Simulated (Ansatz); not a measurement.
# CuAu (R-3m) in Ansatz: equation of state

How stiff is CuAu in PBE, and what volume does it want? The cell is scaled to several volumes.

All numbers are computed with Ansatz 0.2.0; they aren't measurements. Logs are shortened: lines on timing, memory, paths and dates and some standing lists are left out, and cuts for length are marked.

## 1. The crystal as given

The structure is trigonal, space group R-3m (No. 166). Conventional cell: a = 2.886 Å, b = 2.886 Å, c = 12.769 Å, α = 90.00°, β = 90.00°, γ = 120.00°. Au (site symmetry -3m) has 6 Cu at 2.70 Å and 6 Au at 2.89 Å as nearest neighbours. Cu (site symmetry -3m) is surrounded by 6 Au at 2.70 Å and 6 Cu at 2.89 Å.

The cell comes from a database or a generator and needn't be the stable form of this composition.

## 2. Single point, PBE, 14.43 Å³/atom (volume scaled by 0.94)

File input.yaml:

```yaml
crystal:
  lattice:
    - [1.4135984423, 0.8161414412, 4.1692857537]
    - [-1.4135984423, 0.8161414412, 4.1692857537]
    - [0.0, -1.6322828824, 4.1692857537]
  atoms:
    - { symbol: Au, position: [0.0, 0.0, 0.0] }
    - { symbol: Cu, position: [0.5, 0.5, 0.5] }
hamiltonian:
  xc: pbe
  pseudopotentials: { kind: paw }
kpoints:
  mp_grid: { grid: [11, 11, 11] }
scf:
  occupations: { method: fermi_dirac, width: 0.05 }
output:
  forces: true
  stress: true
  eigenvalues: true
  write_density: true
  write_potential: true
  elf: true
  volumetric_format: npy
```

Potentials or basis: Ansatz PAW.

On the command line:

```sh
$ ansatz run input.yaml --threads 2 --pin off --max-ram 5120MiB --backend cpu --events-out ev --progress --plain --runs-dir out
```

The log of the run:

```text
Warning: RAYON_NUM_THREADS=2 ignored (pool sized by the plan → 2); use --threads N
basis.fft_grid_basis auto: the FFT boxes are laid along the combinations [[1, -1, 0], [0, 1, 0], [0, -1, 1]] of the cell's own vectors, 2.827, 4.477 and 2.827 Å long. The dense box has 20×30×20 points. Along the cell's own vectors, as sized, it would have 30×30×30, 2.25 times as many. Of the 12 symmetry operations that the crystal satisfies within crystal.symmetry.tolerance (time reversal apart; of a slab, those that keep its plane) the dense box along the cell's own vectors carries 12, and the one as laid loses 8 of those. basis.fft_grid_basis: typed keeps the cell's own vectors: state it where this run's energies or levels are differenced outside the engine with another run's, or held beside a run that keeps those vectors. Those combinations have planes normal to reciprocal vector 3, as the cell's own vectors have. Each planar average written beside output.write_density, output.write_potential has a row for each plane of the box: 20. The volumetric files lie along those combinations, not along the cell's own vectors: a cube or XSF file states them, and fields.json those of NumPy files.
Engine: ansatz 0.2.0, x86_64-unknown-linux-gnu
Pseudopotentials: kind: paw
Pseudopotential: Au, paw, valence charge 19, recommended cutoff 420 eV (normal), Au.paw.azcp
Pseudopotential: Cu, paw, valence charge 19, recommended cutoff 420 eV (normal), Cu.paw.azcp
Functional definition: PBE
  parameter kappa = 0.804
  parameter beta = 0.06672455060314922
  exchange = pbe_x(kappa = kappa, mu = beta*pi^2/3)
  correlation = pbe_c(beta = beta)
Crystal: 2 atoms, lattice volume = 28.861 Å³
Basis set: ecut = 420 eV, 553 PW (Γ), FFT grids on a1−a2, a2, −a2+a3, exchange–correlation on 40×60×40 points (8 copies of the dense FFT grid, shifted against one another)
Bands: 23, of which v1, the nominal top of the filled ones, is band 19 counted from 1 (18 counted from 0)
Symmetry: 12 space group operations
Space group: R-3m (ITA 166), of the structure as read, at distance tolerance 3.1e-5 Å
k-points: 146 of 1331
Non-local potential: Au, projectors of the file, l = 0: 3, l = 1: 2, l = 2: 2, l = 3: 1
Non-local potential: Cu, projectors of the file, l = 0: 3, l = 1: 2, l = 2: 3, l = 3: 1
PAW form: soft (Blöchl's): semilocal exchange-correlation on the pseudo side does not see the compensation charge
PAW one-centre angular grid: Au, 590 points (default); XC on 64 Gauss nodes
PAW one-centre angular grid: Cu, 590 points (default); XC on 64 Gauss nodes
Initial density: superposition of atomic densities (neutral atoms: chi_scale 0, normalization atom), corrected by the library's trained network
Initial wavefunctions: pseudopotential atomic-orbital guess
Functional: x = pbe(κ = 0.804, μ = 0.2195149727645171), c = pbe(β = 0.06672455060314922)
SCF iter   1: F=—  HF=-19774.413157 eV  |F-HF|=—  |Δ(HF+E_count)|=         —  Δρ=4.48e-3  dr2=5.94e-3  ethr=1.77e-3  ⟨swp⟩=5.6  Hψ=12963  notcnv=0
preconditioner: auto → Kerker (q_TF=auto, 2.856 Å⁻¹)  [metal: Δε(μ)=0.029 eV  Ē_g=10.855 eV  σ=0.050 eV  W_gap=0.14  n_scr=14 (ndim 8)  ℏωp=32.4 eV  f_vac=0.000  D(μ)=1.01/eV (n_scr^D=2)]
SCF iter   2: F=—  HF=-19774.413005 eV  |F-HF|=—  |Δ(HF+E_count)|=   1.52e-4  Δρ=1.46e-3  dr2=1.08e-3  ethr=1.56e-5  ⟨swp⟩=2.4  Hψ=6466  notcnv=0
SCF iter   3: F=—  HF=-19774.412892 eV  |F-HF|=—  |Δ(HF+E_count)|=   1.13e-4  Δρ=9.02e-4  dr2=4.13e-4  ethr=2.84e-6  ⟨swp⟩=1.4  Hψ=3919  notcnv=0
SCF iter   4: F=—  HF=-19774.412839 eV  |F-HF|=—  |Δ(HF+E_count)|=   5.27e-5  Δρ=2.65e-4  dr2=3.12e-5  ethr=1.09e-6  ⟨swp⟩=1.2  Hψ=3383  notcnv=0
SCF iter   5: F=—  HF=-19774.412843 eV  |F-HF|=—  |Δ(HF+E_count)|=   3.07e-6  Δρ=6.23e-5  dr2=2.43e-6  ethr=8.22e-8  ⟨swp⟩=2.1  Hψ=4449  notcnv=0
SCF iter   6: F=—  HF=-19774.412842 eV  |F-HF|=—  |Δ(HF+E_count)|=   4.56e-7  Δρ=2.32e-5  dr2=3.19e-7  ethr=6.40e-9  ⟨swp⟩=2.0  Hψ=4441  notcnv=0
SCF iter   7: F=-19774.412842 eV  HF=-19774.412842 eV  |F-HF|=4.58e-9  |Δ(HF+E_count)|=   2.73e-8  Δρ=8.09e-6  dr2=1.60e-8  ethr=2.63e-10  ⟨swp⟩=8.7  Hψ=23097  notcnv=0
SCF 1 converged in 7 iterations: F = -19774.412842 eV  dr2 = 1.60e-8
SCF converged after 7 iterations
Free energy (F): -19774.412842 eV
Harris-Foulkes:  -19774.412842 eV  (|F-HF|=4.58e-9)
Internal energy: -19774.405092 eV  (E = F + TS)
E sigma→0 (E₀):  -19774.408967 eV
Entropy (-TS):   -0.007750 eV (-3.875 meV/atom)
Fermi energy:    19.319324 eV
--- Per-component energies (eV) ---
  E_band       = -550.660931
  E_kinetic    = 905.619307
  E_local      = -5882.251534  (includes V_loc(G=0)·N_el)
  E_nonlocal   = 467.654932
  E_hartree    = 2584.737914
  E_xc         = -317.834230
  E_vxc        = -391.212807  (∫ρ·V_xc dr)
  E_paw        = -11373.051500  (= ΣΔE_a)
  E_vpaw       = -819.952373  (= ΣTr[D̂ρ^β])
  E_aug_tail   = 0.001635  (compensation charges beyond the density's cutoff)
  E_ewald      = -6159.281617
  E_smearing   = -0.007750  (= −TS)
  E_closure    = 0.000000  (closes the sum)
  Σ components = -19774.412842   (vs F -19774.412842, Δ=0.00e0)
--- Forces (eV/Å), atoms counted from 1 ---
  atom   1  Au     0.00000000     0.00000000    -0.00000000
  atom   2  Cu    -0.00000000     0.00000000    -0.00000000
  max |Σ_I F_I| component: 1.01e-28 eV/Å
--- Stress (GPa, compression-positive) ---
        8.478822       0.000000       0.000000
        0.000000       8.478822      -0.000000
        0.000000      -0.000000      11.617296
  P = ⅓ Tr σ = 9.5250 GPa (95.250 kbar)
--- Band table (eV; the first three rows and the last of 146) ---
  k-point 0: bands = ["-93.1079", "-86.6547", "-50.5103", "-50.4736", "-50.4736", "-38.1285", "-37.9840", "-37.9840", "9.2616", "12.3813", "14.2015", "14.2015", "15.2965", "15.2965", "16.3973", "16.9741", "16.9741", "17.6825", "17.6825", "19.0025", "24.2487", "33.7882", "35.7406"]
  k-point 1: bands = ["-93.1077", "-86.6538", "-50.5101", "-50.4756", "-50.4741", "-38.1265", "-38.0011", "-37.9883", "9.5305", "12.5387", "14.0929", "14.3728", "15.0755", "15.3075", "16.4317", "16.9217", "17.0055", "17.1444", "17.6323", "19.8753", "24.3587", "33.6111", "34.5160"]
  k-point 2: bands = ["-93.1073", "-86.6515", "-50.5094", "-50.4807", "-50.4755", "-38.1213", "-38.0470", "-37.9998", "10.2898", "12.9239", "13.9020", "14.5230", "14.8419", "15.3495", "16.4394", "16.6288", "16.8663", "17.0953", "17.5004", "21.2022", "24.8361", "30.6623", "34.4038"]
  k-point 145: bands = ["-93.1077", "-86.6538", "-50.5097", "-50.4756", "-50.4742", "-38.1281", "-38.0012", "-37.9884", "10.8273", "12.8073", "14.2112", "14.2903", "14.5440", "15.6293", "15.8301", "16.5887", "16.6564", "16.6602", "17.0716", "17.2185", "32.1579", "33.5308", "34.4394"]
```

v_z.tsv:

```text
# z_ang	v_es[eV]	v_tot[eV]
# format = ansatz-planar-average/11
# xc	pbe
# density_cutoff_ev	1680
# datasets	Au=:simpson_from_first_knot:soft	Cu=:simpson_from_first_knot:soft
# lattice	1.413598442	0.816141441	4.169285754
# lattice	-1.413598442	0.816141441	4.169285754
# lattice	0.000000000	-1.632282882	4.169285754
# sites	2
# site	79	0.000000000	0.000000000	0.000000000
# site	29	0.000000000	0.000000000	6.253928631
0.000000	9.208182e0	-4.047492e0
0.223871	9.306092e0	-3.896559e0
0.447742	9.582819e0	-3.485842e0
0.671613	9.912311e0	-2.979451e0
0.895484	1.018191e1	-2.507681e0
1.119355	1.041389e1	-2.066505e0
[... 12 lines left out ...]
4.029678	9.582819e0	-3.485842e0
4.253549	9.306092e0	-3.896559e0
```

Run time: 5.1 s. Hardware: 2 threads of Intel Xeon at 2.70GHz, shared host; peak memory 0.41 GiB.

What came out:

```yaml
Free_energy: -19774.4128 eV
Pressure: 9.5 GPa
Band_gap_on_the_k_mesh: none (metal or under the smearing width)
```

## 3. Single point, PBE, 14.74 Å³/atom (volume scaled by 0.96)

File input.yaml:

```yaml
crystal:
  lattice:
    - [1.4235536889, 0.8218891055, 4.1986478884]
    - [-1.4235536889, 0.8218891055, 4.1986478884]
    - [0.0, -1.643778211, 4.1986478884]
  atoms:
    - { symbol: Au, position: [0.0, 0.0, 0.0] }
    - { symbol: Cu, position: [0.5, 0.5, 0.5] }
hamiltonian:
  xc: pbe
  pseudopotentials: { kind: paw }
kpoints:
  mp_grid: { grid: [11, 11, 11] }
scf:
  occupations: { method: fermi_dirac, width: 0.05 }
output:
  forces: true
  stress: true
  eigenvalues: true
```

Potentials or basis: Ansatz PAW.

On the command line:

```sh
$ ansatz run input.yaml --threads 2 --pin off --max-ram 5120MiB --backend cpu --events-out ev --progress --plain --runs-dir out
```

Run time: 3.9 s. Hardware: 2 threads of Intel Xeon at 2.70GHz, shared host; peak memory 0.4 GiB.

Results (log left out):

```yaml
Free_energy: -19774.4421 eV
Pressure: 5.8 GPa
Band_gap_on_the_k_mesh: none (metal or under the smearing width)
```

## 4. Single point, PBE, 15.04 Å³/atom (volume scaled by 0.98)

input.yaml: that of step 3 with these lines changed.

```diff
@@ -2,5 +2,5 @@
   lattice:
-    - [1.4235536889, 0.8218891055, 4.1986478884]
-    - [-1.4235536889, 0.8218891055, 4.1986478884]
-    - [0.0, -1.643778211, 4.1986478884]
+    - [1.4333716108, 0.8275574853, 4.2276049958]
+    - [-1.4333716108, 0.8275574853, 4.2276049958]
+    - [0.0, -1.6551149707, 4.2276049958]
   atoms:
@@ -19 +19,5 @@
   eigenvalues: true
+  write_density: true
+  write_potential: true
+  elf: true
+  volumetric_format: npy
```

On the command line:

```sh
$ ansatz run input.yaml --threads 2 --pin off --max-ram 5120MiB --backend cpu --events-out ev --progress --plain --runs-dir out
```

Wall time 4.3 s (2 threads of Intel Xeon at 2.70GHz, shared host); peak memory 0.41 GiB.

It converged, with:

```yaml
Free_energy: -19774.4579 eV
Pressure: 2.5 GPa
Band_gap_on_the_k_mesh: none (metal or under the smearing width)
```

## 5. Single point, PBE, 15.35 Å³/atom

File input.yaml:

```yaml
crystal:
  lattice:
    - [1.4430568479, 0.8331492596, 4.2561707609]
    - [-1.4430568479, 0.8331492596, 4.2561707609]
    - [0.0, -1.6662985192, 4.2561707609]
  atoms:
    - { symbol: Au, position: [0.0, 0.0, 0.0] }
    - { symbol: Cu, position: [0.5, 0.5, 0.5] }
hamiltonian:
  xc: pbe
  pseudopotentials: { kind: paw }
kpoints:
  mp_grid: { grid: [11, 11, 11] }
scf:
  occupations: { method: fermi_dirac, width: 0.05 }
output:
  forces: true
  stress: true
  eigenvalues: true
```

On the command line:

```sh
$ ansatz run input.yaml --threads 2 --pin off --max-ram 5120MiB --backend cpu --events-out ev --progress --plain --runs-dir out
```

Wall time 2.6 s (2 threads of Intel Xeon at 2.70GHz, shared host); peak memory 0.41 GiB.

It converged, with:

```
Free energy            : -19774.4620 eV
Pressure               : -0.3 GPa
Band gap on the k mesh : none (metal or under the smearing width)
```

## 6. Single point, PBE, 15.66 Å³/atom (volume scaled by 1.02)

input.yaml: that of step 5 with these lines changed.

```diff
@@ -2,5 +2,5 @@
   lattice:
-    - [1.4430568479, 0.8331492596, 4.2561707609]
-    - [-1.4430568479, 0.8331492596, 4.2561707609]
-    - [0.0, -1.6662985192, 4.2561707609]
+    - [1.4526137943, 0.8386669652, 4.2843581437]
+    - [-1.4526137943, 0.8386669652, 4.2843581437]
+    - [0.0, -1.6773339303, 4.2843581437]
   atoms:
@@ -19 +19,5 @@
   eigenvalues: true
+  write_density: true
+  write_potential: true
+  elf: true
+  volumetric_format: npy
```

Potentials or basis: Ansatz PAW.

On the command line:

```sh
$ ansatz run input.yaml --threads 2 --pin off --max-ram 5120MiB --backend cpu --events-out ev --progress --plain --runs-dir out
```

Run time: 3.5 s. Hardware: 2 threads of Intel Xeon at 2.70GHz, shared host; peak memory 0.42 GiB.

Results (log left out):

| Quantity | Value |
| --- | --- |
| Free energy | -19774.4557 eV |
| Pressure | -2.9 GPa |
| Band gap on the k mesh | none (metal or under the smearing width) |

## 7. Single point, PBE, 15.97 Å³/atom (volume scaled by 1.04)

File input.yaml:

```yaml
crystal:
  lattice:
    - [1.4620466157, 0.8441130071, 4.3121794307]
    - [-1.4620466157, 0.8441130071, 4.3121794307]
    - [0.0, -1.6882260143, 4.3121794307]
  atoms:
    - { symbol: Au, position: [0.0, 0.0, 0.0] }
    - { symbol: Cu, position: [0.5, 0.5, 0.5] }
hamiltonian:
  xc: pbe
  pseudopotentials: { kind: paw }
kpoints:
  mp_grid: { grid: [11, 11, 11] }
scf:
  occupations: { method: fermi_dirac, width: 0.05 }
output:
  forces: true
  stress: true
  eigenvalues: true
```

On the command line:

```sh
$ ansatz run input.yaml --threads 2 --pin off --max-ram 5120MiB --backend cpu --events-out ev --progress --plain --runs-dir out
```

Run time: 3.8 s. Hardware: 2 threads of Intel Xeon at 2.70GHz, shared host; peak memory 0.41 GiB.

The run converged. Its results:

```
Free energy            : -19774.4404 eV
Pressure               : -5.1 GPa
Band gap on the k mesh : none (metal or under the smearing width)
```

## 8. Single point, PBE, 16.27 Å³/atom (volume scaled by 1.06)

input.yaml: that of step 7 with these lines changed.

```diff
@@ -2,5 +2,5 @@
   lattice:
-    - [1.4620466157, 0.8441130071, 4.3121794307]
-    - [-1.4620466157, 0.8441130071, 4.3121794307]
-    - [0.0, -1.6882260143, 4.3121794307]
+    - [1.4713592656, 0.8494896681, 4.3396462822]
+    - [-1.4713592656, 0.8494896681, 4.3396462822]
+    - [0.0, -1.6989793362, 4.3396462822]
   atoms:
```

Potentials or basis: Ansatz PAW.

On the command line:

```sh
$ ansatz run input.yaml --threads 2 --pin off --max-ram 5120MiB --backend cpu --events-out ev --progress --plain --runs-dir out
```

The log of the run:

```text
Warning: RAYON_NUM_THREADS=2 ignored (pool sized by the plan → 2); use --threads N
basis.fft_grid_basis auto: the FFT boxes are laid along the combinations [[1, 0, -1], [0, 1, -1], [0, 0, 1]] of the cell's own vectors, 2.943, 2.943 and 4.660 Å long. The dense box has 20×20×32 points. Along the cell's own vectors, as sized, it would have 32×32×32, 2.56 times as many. Of the 12 symmetry operations that the crystal satisfies within crystal.symmetry.tolerance (time reversal apart; of a slab, those that keep its plane) the dense box along the cell's own vectors carries 12, and the one as laid loses 8 of those. basis.fft_grid_basis: typed keeps the cell's own vectors: state it where this run's energies or levels are differenced outside the engine with another run's, or held beside a run that keeps those vectors.
Engine: ansatz 0.2.0, x86_64-unknown-linux-gnu
Pseudopotentials: kind: paw
Pseudopotential: Au, paw, valence charge 19, recommended cutoff 420 eV (normal), Au.paw.azcp
Pseudopotential: Cu, paw, valence charge 19, recommended cutoff 420 eV (normal), Cu.paw.azcp
Functional definition: PBE
  parameter kappa = 0.804
  parameter beta = 0.06672455060314922
  exchange = pbe_x(kappa = kappa, mu = beta*pi^2/3)
  correlation = pbe_c(beta = beta)
Crystal: 2 atoms, lattice volume = 32.545 Å³
Basis set: ecut = 420 eV, 645 PW (Γ), FFT grids on a1−a3, a2−a3, a3, exchange–correlation on 40×40×64 points (8 copies of the dense FFT grid, shifted against one another)
Bands: 23, of which v1, the nominal top of the filled ones, is band 19 counted from 1 (18 counted from 0)
Symmetry: 12 space group operations
Space group: R-3m (ITA 166), of the structure as read, at distance tolerance 3.2e-5 Å
k-points: 146 of 1331
Non-local potential: Au, projectors of the file, l = 0: 3, l = 1: 2, l = 2: 2, l = 3: 1
Non-local potential: Cu, projectors of the file, l = 0: 3, l = 1: 2, l = 2: 3, l = 3: 1
PAW form: soft (Blöchl's): semilocal exchange-correlation on the pseudo side does not see the compensation charge
PAW one-centre angular grid: Au, 590 points (default); XC on 64 Gauss nodes
PAW one-centre angular grid: Cu, 590 points (default); XC on 64 Gauss nodes
Initial density: superposition of atomic densities (neutral atoms: chi_scale 0, normalization atom), corrected by the library's trained network
Initial wavefunctions: pseudopotential atomic-orbital guess
Functional: x = pbe(κ = 0.804, μ = 0.2195149727645171), c = pbe(β = 0.06672455060314922)
SCF iter   1: F=—  HF=-19774.417230 eV  |F-HF|=—  |Δ(HF+E_count)|=         —  Δρ=3.98e-3  dr2=4.66e-3  ethr=1.77e-3  ⟨swp⟩=5.7  Hψ=13106  notcnv=0
preconditioner: auto → Kerker (q_TF=auto, 2.800 Å⁻¹)  [metal: Δε(μ)=0.019 eV  Ē_g=9.857 eV  σ=0.050 eV  W_gap=0.10  n_scr=14 (ndim 8)  ℏωp=30.5 eV  f_vac=0.000  D(μ)=1.01/eV (n_scr^D=2)]
SCF iter   2: F=—  HF=-19774.417317 eV  |F-HF|=—  |Δ(HF+E_count)|=   8.67e-5  Δρ=1.24e-3  dr2=7.48e-4  ethr=1.23e-5  ⟨swp⟩=2.1  Hψ=6380  notcnv=0
SCF iter   3: F=—  HF=-19774.417261 eV  |F-HF|=—  |Δ(HF+E_count)|=   5.59e-5  Δρ=7.48e-4  dr2=2.92e-4  ethr=1.97e-6  ⟨swp⟩=1.2  Hψ=3454  notcnv=0
SCF iter   4: F=—  HF=-19774.417229 eV  |F-HF|=—  |Δ(HF+E_count)|=   3.21e-5  Δρ=1.90e-4  dr2=1.96e-5  ethr=7.69e-7  ⟨swp⟩=1.2  Hψ=3385  notcnv=0
SCF iter   5: F=—  HF=-19774.417229 eV  |F-HF|=—  |Δ(HF+E_count)|=   2.89e-7  Δρ=6.58e-5  dr2=2.74e-6  ethr=5.16e-8  ⟨swp⟩=2.0  Hψ=4426  notcnv=0
SCF iter   6: F=—  HF=-19774.417228 eV  |F-HF|=—  |Δ(HF+E_count)|=   2.94e-7  Δρ=1.84e-5  dr2=2.72e-7  ethr=7.22e-9  ⟨swp⟩=2.0  Hψ=4225  notcnv=0
SCF iter   7: F=-19774.417228 eV  HF=-19774.417228 eV  |F-HF|=8.73e-10  |Δ(HF+E_count)|=   3.84e-8  Δρ=6.20e-6  dr2=1.12e-8  ethr=2.63e-10  ⟨swp⟩=4.5  Hψ=12633  notcnv=0
SCF 1 converged in 7 iterations: F = -19774.417228 eV  dr2 = 1.12e-8
SCF converged after 7 iterations
Free energy (F): -19774.417228 eV
Harris-Foulkes:  -19774.417228 eV  (|F-HF|=8.73e-10)
Internal energy: -19774.409391 eV  (E = F + TS)
E sigma→0 (E₀):  -19774.413310 eV
Entropy (-TS):   -0.007837 eV (-3.918 meV/atom)
Fermi energy:    16.423265 eV
--- Per-component energies (eV) ---
  E_band       = -643.323020
  E_kinetic    = 901.901614
  E_local      = -6272.714355  (includes V_loc(G=0)·N_el)
  E_nonlocal   = 469.613510
  E_hartree    = 2734.671071
  E_xc         = -315.550204
  E_vxc        = -388.062186  (∫ρ·V_xc dr)
  E_paw        = -11374.844659  (= ΣΔE_a)
  E_vpaw       = -823.406632  (= ΣTr[D̂ρ^β])
  E_aug_tail   = 0.001699  (compensation charges beyond the density's cutoff)
  E_ewald      = -5917.488069
  E_smearing   = -0.007837  (= −TS)
  E_closure    = -0.000000  (closes the sum)
  Σ components = -19774.417228   (vs F -19774.417228, Δ=0.00e0)
--- Forces (eV/Å), atoms counted from 1 ---
  atom   1  Au     0.00000000     0.00000000    -0.00000000
  atom   2  Cu     0.00000000    -0.00000000    -0.00000000
  max |Σ_I F_I| component: 9.26e-29 eV/Å
--- Stress (GPa, compression-positive) ---
       -7.192045       0.000000       0.000000
        0.000000      -7.192045       0.000000
       -0.000000       0.000000      -6.613017
  P = ⅓ Tr σ = -6.9990 GPa (-69.990 kbar)
--- Band table (eV; the first three rows and the last of 146) ---
  k-point 0: bands = ["-95.6603", "-89.0886", "-53.0557", "-53.0365", "-53.0365", "-40.5549", "-40.4433", "-40.4433", "7.5106", "10.4249", "11.9652", "11.9652", "12.8730", "12.8730", "13.9021", "14.3706", "14.3706", "14.9296", "14.9296", "16.5041", "20.6696", "30.9009", "31.8326"]
  k-point 1: bands = ["-95.6602", "-89.0882", "-53.0556", "-53.0376", "-53.0368", "-40.5537", "-40.4538", "-40.4460", "7.7516", "10.5605", "11.8791", "12.1077", "12.6916", "12.8786", "13.9318", "14.3282", "14.3983", "14.5544", "14.8915", "17.1646", "20.7963", "30.0438", "31.2157"]
  k-point 2: bands = ["-95.6600", "-89.0869", "-53.0552", "-53.0406", "-53.0376", "-40.5505", "-40.4820", "-40.4532", "8.4376", "10.8909", "11.7303", "12.2381", "12.4974", "12.9036", "13.9430", "14.1296", "14.2937", "14.4764", "14.7909", "18.2544", "21.3200", "27.0157", "30.6109"]
  k-point 145: bands = ["-95.6602", "-89.0882", "-53.0554", "-53.0376", "-53.0368", "-40.5544", "-40.4538", "-40.4460", "8.9888", "10.7164", "11.9726", "12.0089", "12.2389", "13.1581", "13.2668", "14.0796", "14.1214", "14.1379", "14.4758", "14.5831", "28.6244", "29.7413", "30.7246"]
```

Wall time 3.6 s (2 threads of Intel Xeon at 2.70GHz, shared host); peak memory 0.41 GiB.

What came out:

| Quantity | Value |
| --- | --- |
| Free energy | -19774.4172 eV |
| Pressure | -7.0 GPa |
| Band gap on the k mesh | none (metal or under the smearing width) |

## 9. Equation of state, PBE

Potentials or basis: Ansatz PAW.

This step only gathers the single runs of the series.

What came out:

* Equilibrium volume: 15.31 Å³/atom
* Bulk modulus at fixed shape and positions: 136 GPa
* Pressure derivative of the bulk modulus: 5.5

Energy against volume, from the lowest point:
| volume (Å³/atom) | energy (meV/atom) |
| --- | --- |
| 14.430 | 24.56 |
| 14.737 | 9.95 |
| 15.044 | 2.04 |
| 15.351 | 0.00 |
| 15.658 | 3.12 |
| 15.965 | 10.77 |
| 16.272 | 22.37 |

Caveat: the cell was scaled at fixed shape and fractional positions, which overstates the stiffness of a crystal with free parameters, most of all of layers and chains. The run has no spin-orbit coupling, so splittings on Au are missing.
